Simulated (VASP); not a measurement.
The input files of a VASP run:

KPOINTS:
```
Automatic mesh
0
Gamma
5 5 5
0 0 0
```

### INCAR
```
SYSTEM = Li3N
PREC = Accurate
ENCUT = 520
EDIFF = 1E-6
NELM = 100
ALGO = Normal
LREAL = .FALSE.
LASPH = .TRUE.
ISMEAR = 0
SIGMA = 0.05
GGA = PE
LWAVE = .FALSE.
LCHARG = .FALSE.
ISIF = 2
ICHARG = 11
```

**POSCAR**
```
Li3N
1
    1.8250000000    -3.1609930000     0.0000000000
    1.8250000000     3.1609930000     0.0000000000
    0.0000000000     0.0000000000     3.8700000000
Li N
3 1
Direct
  0.3333330000   0.6666670000   0.0000000000
  0.6666670000   0.3333330000   0.0000000000
  0.0000000000   0.0000000000   0.5000000000
  0.0000000000   0.0000000000   0.0000000000
```

POTCAR, in this order: Li_sv N (PBE.64 set). Program: vasp_std.

The resulting files:

File standard output:
```
 POSCAR found type information on POSCAR LiN
 POSCAR found :  2 types and       4 ions
 Reading from existing POTCAR
 Reading from existing POTCAR
 LDA part: xc-table for (Slater+PW92), standard interpolation
 WARNING: stress and forces are not correct
 POSCAR, INCAR and KPOINTS ok, starting setup
 WAVECAR not read
 WARNING: CHGCAR is incomplete

 -----------------------------------------------------------------------------
|                                                                             |
|     EEEEEEE  RRRRRR   RRRRRR   OOOOOOO  RRRRRR      ###     ###     ###     |
|     E        R     R  R     R  O     O  R     R     ###     ###     ###     |
|     E        R     R  R     R  O     O  R     R     ###     ###     ###     |
|     EEEEE    RRRRRR   RRRRRR   O     O  RRRRRR       #       #       #      |
|     E        R   R    R   R    O     O  R   R                               |
|     E        R    R   R    R   O     O  R    R      ###     ###     ###     |
|     EEEEEEE  R     R  R     R  OOOOOOO  R     R     ###     ###     ###     |
|                                                                             |
|     ICHARG>10                                                               |
|                                                                             |
|       ---->  I REFUSE TO CONTINUE WITH THIS SICK JOB ... BYE!!! <----       |
|                                                                             |
 -----------------------------------------------------------------------------
```

Problem. Read the log: what went wrong, and how is it fixed?

Solution. The cause: ICHARG = 11 asks for a fixed density, but there is no CHGCAR. VASP stops with an error: ERROR: charge density could not be read from file CHGCAR for ICHARG>10 ----> I REFUSE TO CONTINUE WITH THIS SICK JOB ... BYE!!! <---- To mend it, run self-consistently first and keep its CHGCAR, or remove ICHARG. The plain static run on this cell (PBE GGA, plane waves, VASP's PBE PAW potentials (set 64)) converges, and its OSZICAR ends with
```
   1 F= -.15625267E+02 E0= -.15625267E+02  d E =-.537787E-17
```

The compound is Li3N in the alpha structure. The cell was not relaxed at this level.
